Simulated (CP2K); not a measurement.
# BaS under changes of volume

One of the cells (32.576 Å³/atom); the others are scaled copies at fixed shape and fractional positions:

```
CELL_PARAMETERS angstrom
4.51664 0.00000 0.00000
2.25832 3.91153 0.00000
2.25832 1.30384 3.68782
ATOMIC_POSITIONS crystal
Ba 0.00000 0.00000 0.00000
S 0.50000 0.50000 0.50000
```

```yaml
Program: CP2K 2026.2
Functional: LDA
Potentials_or_basis: GTH_POTENTIALS Ba GTH-PADE-q10, S GTH-PADE-q6; TZVP-MOLOPT-PBE-GTH basis
Density_cutoff: 6123 eV
k_mesh: 7 × 7 × 7
Occupations: fermi-dirac, width 0.05 eV
Spin: no spin polarisation
```

```tsv
volume (Å³/atom)	energy over the lowest point (meV/atom)	pressure (GPa)	gap on the mesh (eV)
30.622	0.71	0.7	1.90
31.273	0.00	-0.4	1.94
31.925	3.42	-1.3	1.97
32.576	10.52	-2.2	2.00
33.228	?	?	?
33.879	34.18	-3.6	2.06
34.531	50.06	-4.2	2.09
```

Question: What does the run at 33.228 Å³/atom give?

Answer: Energy over the lowest point 20.89 meV/atom; pressure -2.9 GPa; gap on the mesh 2.03 eV.

Worked out: A Birch-Murnaghan fit of order 3 (a polynomial in V^(-2/3)) to the other rows has its minimum at 31.05 Å³/atom with B0 = V·E''(V) = 50 GPa and B' = 4.6. It gives 20.90 meV/atom at 33.228 Å³/atom, against the run's 20.89, and -dE/dV = -2.9 GPa, against -2.9. A straight line through the other rows of the gap, of slope 1.55 eV per unit of ln V, gives 2.03 eV, against the run's 2.03.

Energies are extrapolated to zero smearing.

Caveats: spin-orbit coupling is left out, which moves the levels of the heavy elements; an odd mesh through Γ misses points on the zone boundary, where band edges often lie; the basis of atomic orbitals isn't converged, which shifts pressures, moduli and gaps.
